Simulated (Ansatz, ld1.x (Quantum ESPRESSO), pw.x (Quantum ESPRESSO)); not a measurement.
## From atom to crystal: RRKJ potential for beryllium

```
Element                 : beryllium (Be)
Generator               : ld1.x (Quantum ESPRESSO) 7.5
Type                    : norm-conserving RRKJ (Kleinman–Bylander form)
Functional              : PBE
Relativity              : scalar-relativistic
Frozen core             : [He]
Valence charge          : 2
Reference configuration : 2s2 2p0
Partial waves           : 2s (bound): rc 1.95 bohr; 2p (bound, empty): rc 4.10 bohr; 3d channel at 0.45 Ry: rc 3.75 bohr
Local potential         : all-electron potential smoothed inside 3.15 bohr (lloc = -1)
Core correction         : Bessel-smoothed model core inside 1.90 bohr
rho0                    : 0.02
```

Crystal test: fcc Be in pw.x 7.5, no spin, 18³ k-points, Fermi–Dirac smearing 0.01 Ry, cutoffs 50/200 Ry. The reference is all-electron LAPW (Ansatz 0.2.0) with the same functional, mesh and smearing; V0 and B0 come from Birch–Murnaghan fits to the pressures at five volumes. Errors are pseudo minus all-electron; Δ is the rms difference of the E(V) curves that follow from these fits, minima aligned, over ±6 % about the mean V0. Mesh and smearing are coarse, so the numbers serve the comparison and aren't converged zero-temperature values; the lattice is a test structure that the element need not adopt.

| V (Å³/atom) | P all-electron (GPa) | P pseudo (GPa) |
| --- | --- | --- |
| 7.518 | 6.22 | -69.45 |
| 7.716 | 2.75 | -67.55 |
| 7.914 | -0.36 | -65.66 |
| 8.112 | -3.15 | -63.80 |
| 8.310 | -5.65 | -61.97 |

All-electron: a0 = 3.160 Å (V0 = 7.89 Å³/atom), B0 = 119.0 GPa.

Pseudopotential: mean pressure error (GPa): -65.65. The pressure does not cross zero within the volumes sampled, so no fit is given. The largest radius (4.10 bohr) exceeds half the bond length (2.11 bohr), so the spheres overlap, which is one possible source of error among others. This is a poor potential for the solid. The pseudo pressure rises with volume over the whole range, a mechanical instability.

Task: At the middle volume, how do free energy and pressure move when the wave cutoff is lowered (ecutrho kept at four times it)?

Result:

```tsv
cutoff (Ry)	shift of F (meV/atom)	shift of P (GPa)
22	+35.6	-0.55
30	+13.6	-0.82
40	+1.7	-0.24
```

The run at the middle volume (195 k-points, 5 iterations) took about 2.4 s on one core of a shared host (Neoverse-V2, 96 threads, 742 GiB, load 40).
